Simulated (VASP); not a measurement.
Write the native input for VASP 6.6.1 that does the following.

```
Task                   : single point
Functional             : PBE
Potentials or basis    : VASP PAW PBE potentials, release 64 (Al)
Cutoff                 : 520 eV
k mesh                 : 11 × 11 × 6
Occupations            : fermi-dirac, width 0.05 eV
Spin                   : no spin polarisation
Further INCAR settings : ALGO = Normal; EDIFF = 1e-07; NBANDS = 10
```

The structure of Al lies in POSCAR:

```
Al
1.0
    2.8124553515      0.0000000000      0.0000000000
   -1.4062276757      2.4356577814      0.0000000000
    0.0000000000      0.0000000000      4.8668500000
Al
2
Direct
    0.3333333333      0.6666666667      0.2500000000
    0.6666666667      0.3333333333      0.7500000000
```

This isn't the form of Al at room conditions, which is fcc.

These files were run (other wordings do the same):

INCAR

```
SYSTEM = Al
ALGO     = Normal         ! electronic algorithm
EDIFF    = 1E-7           ! SCF threshold, eV
ENCUT    = 520            ! plane-wave cutoff, eV
GGA      = PE             ! functional
ISIF     = 2              ! what is computed and relaxed
ISMEAR   = -1             ! smearing method
LASPH    = .TRUE.         ! aspherical terms in the spheres
LCHARG   = .FALSE.        ! write CHGCAR
LREAL    = .FALSE.        ! projectors in reciprocal space
LWAVE    = .FALSE.        ! write WAVECAR
NBANDS   = 10             ! bands
NELM     = 100            ! most SCF steps
PREC     = Accurate       ! precision mode
SIGMA    = 0.05           ! smearing width, eV
```

KPOINTS

```
k-points
0
G
  11 11 6
  0 0 0
```

Potentials or basis: VASP PAW PBE potentials, release 64 (Al).

Run with:

```console
$ cat potpaw_PBE.64/Al/POTCAR > POTCAR
$ mpirun -np 1 vasp_std > vasp.out
```

Results of the run:

```json
{"Pressure": "0.1 GPa", "Band gap on the k mesh": "none (metal or under the smearing width)"}
```

Wall time 12 s on 1 thread of Intel(R) Xeon(R) Platinum 8488C (Sapphire Rapids) (shared host), peak memory 0.14 GiB.
